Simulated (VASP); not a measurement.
# Sr (I4_1/amd) in VASP: settings compared, part 2 of 2

VASP 6.6.1.

## (4) Relaxation of cell and atoms, PBE+D3

INCAR reads:

```
ALGO = Normal
EDIFF = 1E-6
EDIFFG = -0.005
ENCUT = 600
GGA = PE
IBRION = 2
ISIF = 3
ISMEAR = -1
IVDW = 11
LASPH = True
LCHARG = False
LREAL = False
LWAVE = False
NELM = 80
NSW = 60
PREC = Accurate
SIGMA = 0.05
```

KPOINTS reads:

```
k-points
0
Gamma
  8 8 8
```

POSCAR reads:

```
Sr
1.0
   -3.7063582770      3.7063582770      2.0208764669
    3.7063582770     -3.7063582770      2.0208764669
    3.7063582770      3.7063582770     -2.0208764669
Sr
2
Direct
    0.0000000000      0.0000000000      0.0000000000
    0.7500000000      0.2500000000      0.5000000000
```

Potentials or basis: VASP PAW PBE potentials, release 64 (Sr_sv).

Run with:

```console
cat potpaw_PBE.64/Sr_sv/POTCAR > POTCAR
mpirun -np 1 vasp_std > vasp.out
```

OUTCAR:

```text
EDIFF = 1E-6
   EDIFFG = -0.005
   ENCUT = 600
   GGA = PE
   IBRION = 2
   ISIF = 3
   ISMEAR = -1
   IVDW = 11
   LASPH = True
   LREAL = False
   NELM = 80
   NSW = 60
   PREC = Accurate
 IVDW          = 11

 ion  position               nearest neighbor table
   1  0.000  0.000  0.000-   2 3.84   2 3.84   2 3.84   2 3.84   2 4.79   2 4.79   2 4.79   2 4.79

   2  0.750  0.250  0.500-   1 3.84   1 3.84   1 3.84   1 3.84   1 4.79   1 4.79   1 4.79   1 4.79

  LATTYP: Found a body centered tetragonal cell.
 ALAT       =     7.4127165540
 C/A-ratio  =     0.5452458494

  Lattice vectors:

 A1 = (  -3.7063582770,   3.7063582770,   2.0208764669)
 A2 = (   3.7063582770,  -3.7063582770,   2.0208764669)
 A3 = (   3.7063582770,   3.7063582770,  -2.0208764669)

Analysis of symmetry for initial positions (statically):
=====================================================================
 Subroutine PRICEL returns:
 Original cell was already a primitive cell.

 Routine SETGRP: Setting up the symmetry group for a
[... 462 lines left out ...]

 E-fermi :   1.5715     XC(G=0):  -7.4699

 val. band max:        1.5714337196   @ k =  -0.2500  -0.2500   0.1250
 cond. band min:       1.5719901189   @ k =   0.5000   0.0000   0.0000
 fundamental gap:      0.0005563993
 Fermi energy:         1.5714596979

 k-point     1 :       0.0000    0.0000    0.0000
  band No.  band energies     occupation
      1     -35.0181      2.00000
      2     -34.9721      2.00000
      3     -17.1300      2.00000
      4     -17.1300      2.00000
      5     -16.8814      2.00000
      6     -16.8775      2.00000
      7     -16.8564      2.00000
      8     -16.8564      2.00000
      9      -1.9319      2.00000
     10       1.1802      1.99920
     11       2.2565      0.00000
     12       2.6912      0.00000
     13       3.3118      0.00000
     14       4.3896      0.00000
[... 377 lines left out ...]
      1     -34.9893      2.00000
      2     -34.9746      2.00000
      3     -17.1440      2.00000
      4     -17.1124      2.00000
      5     -17.0554      2.00000
      6     -16.9630      2.00000
      7     -16.9479      2.00000
      8     -16.8716      2.00000
      9       0.9437      1.99999
     10       1.4557      1.82023
     11       1.5245      1.43809
     12       2.1658      0.00001
     13       3.1785      0.00000
     14       3.6224      0.00000

 [... further k-points ...]

------------------------ aborting loop because EDIFF is reached ----------------------------------------

 Edisp (eV)   -0.35186

 E8    (eV) :    -0.2529
[... 25 lines left out ...]
  FREE ENERGIE OF THE ION-ELECTRON SYSTEM (eV)
  ---------------------------------------------------
  free  energy   TOTEN  =        -3.1179303572 eV

  energy  without entropy=       -3.0901426383  energy(sigma->0) =       -3.10403650

 reached required accuracy - stopping structural energy minimisation
```

Wall time 4.3 min (1 thread of Intel Xeon 6975P-C (Granite Rapids), shared host); peak memory 0.39 GiB.

What came out:

```yaml
Free_energy: -3.1179 eV
Relaxed_volume: 52.71 Å³/atom
Relaxed_cell: a = 5.532 Å, b = 5.532 Å, c = 5.532 Å, α = 97.31°, β = 97.31°, γ = 138.20°
Space_group_after_relaxing_to_0.05_Å: I4_1/amd (No. 141)
Energy_gained_by_relaxing: 3.9 meV/atom
Ionic_steps: 8
Pressure_after_relaxing: 0.0 GPa
Band_gap_on_the_k_mesh: none (metal or under the smearing width)
Dispersion_energy_per_atom: -0.176 eV
```

Step by step:
```csv
step,energy change (eV),largest force (eV/Å),pressure (GPa),volume (Å³)
1,0.0000,0.0000,-0.40,111.04
2,-0.0051,0.0000,-0.25,108.81
3,-0.0077,0.0000,-0.05,106.24
4,-0.0078,0.0000,-0.02,105.81
5,-0.0078,0.0000,-0.02,105.71
6,-0.0079,0.0000,0.00,105.51
7,-0.0079,0.0000,0.01,105.44
8,-0.0079,0.0000,0.00,105.43
```

Final structure:
```
Sr
1.0
    -3.65461    3.65461    1.97337
     3.65461   -3.65461    1.97337
     3.65461    3.65461   -1.97337
Sr
2
Direct
  0.00000 0.00000 0.00000
  0.75000 0.25000 0.50000
```

Levels at points of the mesh, in eV from the Fermi level:
| k point | band 8 | band 9 | band 10 | band 11 | band 12 | band 13 |
| --- | --- | --- | --- | --- | --- | --- |
| (0.00, 0.00, 0.00) | -18.43 | -3.50 | -0.39 | 0.69 | 1.12 | 1.74 |
| (0.50, 0.00, 0.00) | -18.41 | -0.80 | -0.06 | 0.00 | 1.13 | 1.36 |
| (0.50, 0.50, 0.00) | -18.43 | -1.85 | -1.85 | 1.10 | 1.10 | 1.68 |
| (0.50, 0.50, 0.50) | -18.40 | -1.12 | -1.12 | 0.00 | 0.00 | 1.72 |

Caveat: pairwise dispersion overbinds metals, which lowers pressure and volume.

## (5) Relaxation of cell and atoms, PBE+D3(BJ)

Changes to INCAR since step 4:

```diff
@@ -8,3 +8,3 @@
 ISMEAR = -1
-IVDW = 11
+IVDW = 12
 LASPH = True
```

KPOINTS is that of step 4.

POSCAR is that of step 4.

Run with:

```console
cat potpaw_PBE.64/Sr_sv/POTCAR > POTCAR
mpirun -np 1 vasp_std > vasp.out
```

Run time: 3.6 min. Hardware: 1 thread of Intel Xeon 6975P-C (Granite Rapids), shared host; peak memory 0.39 GiB.

It converged, with:

```yaml
Free_energy: -3.1787 eV
Relaxed_volume: 51.84 Å³/atom
Relaxed_cell: a = 5.506 Å, b = 5.506 Å, c = 5.506 Å, α = 97.26°, β = 97.26°, γ = 138.35°
Space_group_after_relaxing_to_0.05_Å: I4_1/amd (No. 141)
Energy_gained_by_relaxing: 7.4 meV/atom
Ionic_steps: 6
Pressure_after_relaxing: 0.0 GPa
Band_gap_on_the_k_mesh: none (metal or under the smearing width)
Dispersion_energy_per_atom: -0.209 eV
```

The path:
| step | energy change (eV) | largest force (eV/Å) | pressure (GPa) | volume (Å³) |
| --- | --- | --- | --- | --- |
| 1 | 0.0000 | 0.0000 | -0.55 | 111.04 |
| 2 | -0.0099 | 0.0000 | -0.34 | 108.00 |
| 3 | -0.0144 | 0.0000 | -0.09 | 104.77 |
| 4 | -0.0145 | 0.0000 | -0.04 | 104.20 |
| 5 | -0.0148 | 0.0000 | -0.02 | 103.84 |
| 6 | -0.0148 | 0.0000 | 0.00 | 103.67 |

Final structure:
```
Sr
1.0
    -3.63871    3.63871    1.95748
     3.63871   -3.63871    1.95748
     3.63871    3.63871   -1.95748
Sr
2
Direct
  0.00000 0.00000 0.00000
  0.75000 0.25000 0.50000
```

Levels at points of the mesh, in eV from the Fermi level:
| k point | band 7 | band 8 | band 9 | band 10 | band 11 | band 12 | band 13 | band 14 |
| --- | --- | --- | --- | --- | --- | --- | --- | --- |
| (0.00, 0.00, 0.00) | -18.39 | -18.39 | -3.52 | -0.41 | 0.68 | 1.12 | 1.74 | 2.87 |
| (0.50, 0.00, 0.00) | -18.48 | -18.37 | -0.79 | -0.08 | 0.03 | 1.15 | 1.38 | 1.94 |
| (0.50, 0.50, 0.00) | -18.39 | -18.39 | -1.85 | -1.85 | 1.10 | 1.10 | 1.71 | 1.71 |
| (0.50, 0.50, 0.50) | -18.36 | -18.36 | -1.12 | -1.12 | 0.02 | 0.02 | 1.73 | 1.73 |

Caveat: pairwise dispersion overbinds metals, which lowers pressure and volume.

## (6) Relaxation of cell and atoms, PBE+D4

Changes to INCAR since step 5:

```diff
@@ -8,3 +8,3 @@
 ISMEAR = -1
-IVDW = 12
+IVDW = 13
 LASPH = True
```

KPOINTS is that of step 5.

POSCAR is that of step 5.

Potentials or basis: VASP PAW PBE potentials, release 64 (Sr_sv).

Run with:

```console
cat potpaw_PBE.64/Sr_sv/POTCAR > POTCAR
mpirun -np 1 vasp_std > vasp.out
```

Run time: 3.8 min. Hardware: 1 thread of Intel Xeon 6975P-C (Granite Rapids), shared host; peak memory 0.38 GiB.

It converged, with:

| Quantity | Value |
| --- | --- |
| Free energy | -3.0628 eV |
| Relaxed volume | 52.97 Å³/atom |
| Relaxed cell | a = 5.546 Å, b = 5.546 Å, c = 5.546 Å, α = 97.26°, β = 97.26°, γ = 138.36° |
| Space group after relaxing (to 0.05 Å) | I4_1/amd (No. 141) |
| Energy gained by relaxing | 4.0 meV/atom |
| Ionic steps | 6 |
| Pressure after relaxing | 0.0 GPa |
| Band gap on the k mesh | none (metal or under the smearing width) |
| Dispersion energy per atom | -0.148 eV |

The path:
| step | energy change (eV) | largest force (eV/Å) | pressure (GPa) | volume (Å³) |
| --- | --- | --- | --- | --- |
| 1 | 0.0000 | 0.0000 | -0.39 | 111.04 |
| 2 | -0.0055 | 0.0000 | -0.23 | 108.90 |
| 3 | -0.0077 | 0.0000 | -0.07 | 106.83 |
| 4 | -0.0078 | 0.0000 | -0.04 | 106.46 |
| 5 | -0.0080 | 0.0000 | -0.02 | 106.12 |
| 6 | -0.0080 | 0.0000 | 0.00 | 105.93 |

Final structure:
```
Sr
1.0
    -3.66548    3.66548    1.97105
     3.66548   -3.66548    1.97105
     3.66548    3.66548   -1.97105
Sr
2
Direct
  0.00000 0.00000 0.00000
  0.75000 0.25000 0.50000
```

Levels at points of the mesh, in eV from the Fermi level:
| k point | band 7 | band 8 | band 9 | band 10 | band 11 | band 12 | band 13 | band 14 |
| --- | --- | --- | --- | --- | --- | --- | --- | --- |
| (0.00, 0.00, 0.00) | -18.44 | -18.44 | -3.50 | -0.39 | 0.67 | 1.11 | 1.72 | 2.78 |
| (0.50, 0.00, 0.00) | -18.52 | -18.42 | -0.79 | -0.06 | 0.00 | 1.12 | 1.35 | 1.90 |
| (0.50, 0.50, 0.00) | -18.44 | -18.44 | -1.86 | -1.86 | 1.09 | 1.09 | 1.67 | 1.67 |
| (0.50, 0.50, 0.50) | -18.41 | -18.41 | -1.13 | -1.13 | -0.01 | -0.01 | 1.71 | 1.71 |

Caveat: pairwise dispersion overbinds metals, which lowers pressure and volume.

## (7) Overview

| level | gap on the mesh (eV) | pressure (GPa) | relaxed volume (Å³/atom) |
| --- | --- | --- | --- |
| PBE | none | 0.0 | 55.59 |
| PBE+D2 | none | 0.0 | 46.06 |
| PBE+D3 | none | 0.0 | 52.71 |
| PBE+D3(BJ) | none | 0.0 | 51.84 |
| PBE+D4 | none | 0.0 | 52.97 |

Alike in all rows: task relaxation of cell and atoms; potentials or basis VASP PAW PBE potentials, release 64 (Sr_sv); no spin polarisation; cell relaxed; k mesh 8 × 8 × 8; cutoff (eV) 600; smearing fermi-dirac 0.05 eV.

Caveats: pairwise dispersion overbinds metals, which lowers pressure and volume (some runs); atom-pairwise D2, TS and ULG terms overbind metals (some runs); the volume moved by over 15 % at a fixed basis, so the end points are rough (some runs).

Total energies depend on the potentials used, so only differences within one code and one set of settings carry meaning.
